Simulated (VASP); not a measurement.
The system is As.

```
As
1.0
     2.70368    0.00000    0.00000
     0.00000    2.70368    0.00000
     0.00000    0.00000    2.70368
As
1
Direct
  0.50000 0.50000 0.50000
```

This isn't the form of As at room conditions, which is rhombohedral.

```yaml
Program: VASP 6.6.1
Task: relaxation of cell and atoms
Functional: optB88-vdW
Potentials_or_basis: VASP PAW PBE potentials, release 64 (As)
Cutoff: 600 eV
k_mesh: 10 × 10 × 10
Occupations: fermi-dirac, width 0.05 eV
Spin: no spin polarisation
```

At the start: pressure 4.1 GPa; volume 19.76 Å³/atom.

Task: How do energy, volume and symmetry change on relaxing?

Result: Over 3 steps the energy falls by 11.4 meV/atom and the volume is 20.71 Å³/atom (+4.8 %); space group Pm-3m (No. 221, to 0.05 Å).

Step by step:
```tsv
step	energy change (eV)	largest force (eV/Å)	pressure (GPa)	volume (Å³)
1	0.0000	0.0000	4.06	19.76
2	-0.0083	0.0000	-1.89	21.23
3	-0.0114	0.0000	-0.01	20.71
```

Final structure:
```
As
1.0
     2.74596    0.00000    0.00000
     0.00000    2.74596    0.00000
     0.00000    0.00000    2.74596
As
1
Direct
  0.50000 0.50000 0.50000
```

Caveat: the PAW data sets were made with another functional, which shifts forces and pressure a little.
